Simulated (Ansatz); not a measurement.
## BiTe: strain energy, fitted

BiTe, Fm-3m, a = 6.467 Å. The structure is a COD entry; whether it is the stable form wasn't checked. Ansatz: r2SCAN, PAW, 500 eV, Γ-centred 10×10×8 mesh on 4 atoms, Gaussian smearing 0.10 eV; no spin polarisation. Series: strain along c alone, the other axes held, atoms fixed by symmetry; x is the strain in per cent. The axes a, b, c are those of the computed cell (4.573, 4.573, 6.467 Å), along [1 1 0], [-1 1 0], [0 0 1] of the cell named above. y is the free energy over the unstrained cell, V0 = 33.801 Å³/atom.

```tsv
x (%)	y (meV/atom)
-4.5	?
-3.0	14.05
-1.5	4.11
0.0	0.00
1.5	1.82
3.0	8.75
4.5	19.64
```

Question: Fit y = c2 x² + c3 x³ to the other rows, turn c2 into a modulus, and predict the missing energy.

Answer: Least squares on the rows shown. y = 1.3117 x² − 0.079878 x³. In eV per unit strain² c2 is 13.12; this is C33 with relaxed ions (E = ½ C33 V0 ε²): 2 × 13.12 × 160.2 / (33.801) = 124 GPa. The unstrained cell keeps some stress along the strain, worth a slope of -0.75 meV/atom per %, which the form leaves out. With a term in x⁴ added, the coefficient of x² becomes 1.169, 11 % less, which shows how far this figure hangs on the form. At x = -4.5 the fit asked for gives 33.84 meV/atom. The run gave 30.52 meV/atom, so the fit is 3.32 meV/atom too high, 11 % of the span of the series, against an rms of 0.70 meV/atom on the fitted rows. The row lies outside the fitted range. With a term in x⁴ added, a fit to the same known rows predicts 37.76 meV/atom, further off still.

Spin–orbit coupling is left out, which can shift energies with elements as heavy as these.